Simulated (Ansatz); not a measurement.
# Binding curve of twisted h-AlN/h-SiC alternating trilayer, 27.80° (78 atoms)

The cell holds 78 atoms: 26 Al, 26 N, 13 Si and 13 C. Cell: a = 11.231 Å, b = 11.231 Å, c = 20.350 Å, α = 90.0°, β = 90.0°, γ = 120.0°. It derives from AlN and SiC. The starting structure: H-AlN (a = 3.13 Å) under h-SiC (a = 3.1 Å), alternating trilayer, commensurate cell of 13 unit cells a layer, twist 27.80 deg, both strained to the mean lattice constant; facing planes 3.16, 3.19 Å apart; 14 Å of vacuum; layers as built, displaced by a Gaussian of 0.01 Å. Regions: layer 1, 26 atoms (13 Al and 13 N); layer 2, 26 atoms (13 Si and 13 C); layer 3, 26 atoms (13 Al and 13 N). Vacuum lies along c.

Calculated with Ansatz 0.2.0: Kohn-Sham DFT, PBE+D3(BJ), PAW (set soft_2), plane waves; cutoff 420 eV, k-mesh 3×3×1, fermi-dirac smearing of 0.025 eV. The upper part is moved rigidly along the normal by z from its relaxed place. Energies are the whole cell less its two frozen parts, over the face of 109.2 Å².

| shift z (Å) | interaction energy (meV/Å²) |
| --- | --- |
| -0.3 | -22.13 |
| +0.0 | -25.61 |
| +0.3 | -23.79 |
| +0.8 | -17.59 |
| +1.6 | ? |
| +3.0 | -3.796 |

Task: Fit the universal binding curve to the rows given and interpolate to the withheld row.

Worked fit:

The universal binding curve is E(z) = −D (1 + z/l) exp(−z/l), whose curvature at z = 0 is D/l². The depth is D = 25.61 meV/Å². The three points about zero give the curvature [E(+0.3) + E(−0.3) − 2E(0)] / 0.3² = 58.98 meV/Å⁴, so l = √(D / curvature) = 0.659 Å. At z = 1.6 Å, z/l = 2.428.

Prediction at +1.6: -7.746 meV/Å². The run gave -9.628 meV/Å², so the fit is high by 1.9 meV/Å² (20 % of the value).

At the last row, z = 3 Å, the curve gives -1.50 against -3.80 meV/Å² computed: the computed tail is longer than the exponential, as the curve was made for metallic and covalent adhesion, while a dispersion term decays as a power of the distance. Among the rows given, the largest miss of the fit is at +3.0, by 2.3 meV/Å² (11 % of the range of the table).

Limits: The parts are rigid, and they also feel their periodic images through the vacuum.

[Hosts, paths, dates, database ids (printed as entryN), source tags and the programs' standing remarks are cut or masked in the printed files.]
